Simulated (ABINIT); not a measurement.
The system is SiC (Moissanite).

```
CELL_PARAMETERS angstrom
3.07600 0.00000 0.00000
-1.53800 2.66389 0.00000
0.00000 0.00000 5.04800
ATOMIC_POSITIONS crystal
Si 0.66667 0.33333 0.50000
Si 0.33333 0.66667 0.00000
C 0.66667 0.33333 0.88500
C 0.33333 0.66667 0.38500
```

* Program: ABINIT 10.8.3 (patched build)
* Task: relaxation of cell and atoms
* Functional: PBE
* Potentials or basis: PseudoDojo NC SR PBE v0.4 stringent
* Cutoff: 1116 eV
* k mesh: 8 × 8 × 4
* Occupations: fermi-dirac, width 0.05 eV
* Spin: no spin polarisation

At the start: pressure 3.7 GPa; volume 10.34 Å³/atom.

Where does the relaxation end?

Over 7 steps the energy falls by 10.9 meV/atom and the volume is 10.51 Å³/atom (+1.6 %); space group P6_3mc (No. 186, to 0.05 Å).

Step by step:
```
step  energy change (eV)  largest force (eV/Å)  pressure (GPa)  volume (Å³)
   1              0.0000                0.7575            3.74        41.36
   2             -0.0285                0.4680            1.00        41.84
   3             -0.0405                0.1230           -0.62        42.14
   4             -0.0424                0.0333           -0.53        42.13
   5             -0.0434                0.0134           -0.10        42.04
   6             -0.0434                0.0029            0.00        42.02
   7             -0.0435                0.0001            0.00        42.02
```

Final structure:
```xyz
4
Lattice="3.0923 0.0000 0.0000 -1.5461 2.6780 0.0000 0.0000 0.0000 5.0745" Properties=species:S:1:pos:R:3 pbc="T T T"
Si    1.5461    0.8927    2.5605
Si    0.0000    1.7853    0.0232
C     1.5461    0.8927    4.4677
C     0.0000    1.7853    1.9305
```
